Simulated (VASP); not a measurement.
Input:

```
Y2O3
1.0
   -5.25829     5.25829     5.25829
    5.25829    -5.25829     5.25829
    5.25829     5.25829    -5.25829
Y O
16 24
Direct
  0.50000   0.50000   0.50000
  0.50000   0.00000   0.00000
  0.00000   0.00000   0.50000
  0.00000   0.50000   0.00000
  0.25000   0.71650   0.46650
  0.75000   0.78350   0.03350
  0.46650   0.25000   0.71650
  0.03350   0.75000   0.78350
  0.71650   0.46650   0.25000
  0.78350   0.03350   0.75000
  0.75000   0.28350   0.53350
  0.25000   0.21650   0.96650
  0.53350   0.75000   0.28350
  0.96650   0.25000   0.21650
  0.28350   0.53350   0.75000
  0.21650   0.96650   0.25000
  0.53610   0.77370   0.54340
  0.73030   0.99270   0.95660
  0.76970   0.72630   0.26240
  0.96390   0.50730   0.23760
  0.54340   0.53610   0.77370
  0.95660   0.73030   0.99270
  0.26240   0.76970   0.72630
  0.23760   0.96390   0.50730
  0.77370   0.54340   0.53610
  0.99270   0.95660   0.73030
  0.72630   0.26240   0.76970
  0.50730   0.23760   0.96390
  0.46390   0.22630   0.45660
  0.26970   0.00730   0.04340
  0.23030   0.27370   0.73760
  0.03610   0.49270   0.76240
  0.45660   0.46390   0.22630
  0.04340   0.26970   0.00730
  0.73760   0.23030   0.27370
  0.76240   0.03610   0.49270
  0.22630   0.45660   0.46390
  0.00730   0.04340   0.26970
  0.27370   0.73760   0.23030
  0.49270   0.76240   0.03610
```

All values below come from PBE GGA, VASP's PBE PAW potentials (set 64) (plane waves; VASP). Settings: LREAL = Auto, EDIFF = 1E-04, 320 eV cut-off, 2×2×2 Γ-centred mesh, Gaussian smearing of 0.050 eV, potentials Y_sv O.

At this cut-off the stress carries a Pulay error, which pulls relaxed volumes low.  Energy and stress use the plane-wave basis of the starting cell.

Problem. The ions, cell shape and volume are relaxed. Predict the relaxed structure.

Solution. 
```
Y2O3
1.0
   -5.14646     5.14646     5.14646
    5.14646    -5.14646     5.14646
    5.14646     5.14646    -5.14646
Y O
16 24
Direct
  0.50000   0.50000   0.50000
  0.50000   0.00000   0.00000
  0.00000   0.00000   0.50000
  0.00000   0.50000   0.00000
  0.25000   0.71784   0.46784
  0.75000   0.78216   0.03216
  0.46784   0.25000   0.71784
  0.03216   0.75000   0.78216
  0.71784   0.46784   0.25000
  0.78216   0.03216   0.75000
  0.75000   0.28216   0.53216
  0.25000   0.21784   0.96784
  0.53216   0.75000   0.28216
  0.96784   0.25000   0.21784
  0.28216   0.53216   0.75000
  0.21784   0.96784   0.25000
  0.53166   0.77169   0.54552
  0.72617   0.98614   0.95448
  0.77383   0.72831   0.25997
  0.96834   0.51386   0.24003
  0.54552   0.53166   0.77169
  0.95448   0.72617   0.98614
  0.25997   0.77383   0.72831
  0.24003   0.96834   0.51386
  0.77169   0.54552   0.53166
  0.98614   0.95448   0.72617
  0.72831   0.25997   0.77383
  0.51386   0.24003   0.96834
  0.46834   0.22831   0.45448
  0.27383   0.01386   0.04552
  0.22617   0.27169   0.74003
  0.03166   0.48614   0.75997
  0.45448   0.46834   0.22831
  0.04552   0.27383   0.01386
  0.74003   0.22617   0.27169
  0.75997   0.03166   0.48614
  0.22831   0.45448   0.46834
  0.01386   0.04552   0.27383
  0.27169   0.74003   0.22617
  0.48614   0.75997   0.03166
```
Space group Ia-3 (206), at a tolerance of 0.03 Å.

Problem. How do energy and volume change from the first to the last step?

Solution. The energy (σ→0) changes by -51.8 meV/atom and the volume by -6.2 %, in 19 ionic steps.

The structure was generated: Y2O3 was put into an ordered model structure, a phase also known from measurement. This run relaxes it. Symmetry was kept, so distortions that lower it aren't found. The k-mesh is coarse (spacing up to 0.43 per Å, 2π included), so the numbers may not be converged in it. The run is one of a series of settings (EDIFF = 1E-04, EDIFFG = -0.01, ENCUT = 320, IBRION = 2, ISIF = 3, NSW = 50, KPOINTS 2×2×2 Γ-centred mesh against the base run), some of them coarse on purpose.
